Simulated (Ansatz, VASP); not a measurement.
## Two plane-wave programs on In

```
CELL_PARAMETERS angstrom
-1.61644 1.61644 2.42207
1.61644 -1.61644 2.42207
1.61644 1.61644 -2.42207
ATOMIC_POSITIONS crystal
In 0.00000 0.00000 0.00000
```

Alike in both runs: task single point; functional PBEsol; k mesh 18 × 18 × 18; occupations gaussian, width 0.1 eV; no spin polarisation.

```csv
,VASP,Ansatz
version,VASP 6.6.1,Ansatz 0.2.0
potentials or method,"VASP PAW PBE potentials, release 64 (In_d)","scalar-relativistic, plane waves, PAW"
plane-wave cutoff (eV),520,420
valence electrons in the cell,13,13
```

|  | VASP | Ansatz | Ansatz less VASP |
| --- | --- | --- | --- |
| gap on the k mesh at the Fermi level (eV) | none | none | - |
| pressure (GPa) | 0.5 | 0.5 | -0.02 |

A gap of «none» marks a metal or a gap that the smearing closes.

Caveats: the PAW data sets were made with another functional, which shifts forces and pressure a little (VASP).
